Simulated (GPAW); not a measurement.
Crystal: W.

```xyz
1
Lattice="0.0000 2.0300 2.0300 2.0300 0.0000 2.0300 2.0300 2.0300 0.0000" Properties=species:S:1:pos:R:3 pbc="T T T"
W     0.0000    0.0000    0.0000
```

This isn't the form of W at room conditions, which is bcc.

```yaml
Program: GPAW 26.7.0
Task: relaxation of cell and atoms
Functional: PBEsol
Potentials_or_basis: PAW data sets generated in the run's folder for this functional
Cutoff: 600 eV
Basis: pw
k_mesh: 11 × 11 × 11
Occupations: fermi-dirac, width 0.05 eV
Spin: no spin polarisation
```

At the start: pressure -13.1 GPa; volume 16.73 Å³/atom.

**Question.** Where does the relaxation end?

**Answer.** Over 4 steps the energy falls by 32.1 meV/atom and the volume is 15.98 Å³/atom (-4.5 %); space group Fm-3m (No. 225, to 0.05 Å).

Step by step:
| step | energy change (eV) | largest force (eV/Å) | pressure (GPa) | volume (Å³) |
| --- | --- | --- | --- | --- |
| 1 | 0.0000 | 0.0000 | -13.06 | 16.73 |
| 2 | -0.0297 | 0.0000 | 4.00 | 15.78 |
| 3 | -0.0321 | 0.0000 | -0.21 | 15.99 |
| 4 | -0.0321 | 0.0000 | 0.00 | 15.98 |

Final structure:
```cif
data_structure
_symmetry_space_group_name_H-M 'P 1'
_symmetry_Int_Tables_number 1
_cell_length_a 2.8272
_cell_length_b 2.8272
_cell_length_c 2.8272
_cell_angle_alpha 60.000
_cell_angle_beta 60.000
_cell_angle_gamma 60.000
_cell_volume 15.98
loop_
_atom_site_label
_atom_site_type_symbol
_atom_site_fract_x
_atom_site_fract_y
_atom_site_fract_z
_atom_site_occupancy
W1 W 0.00000 0.00000 0.00000 1
```

Caveat: later steps reuse the first step's grids.
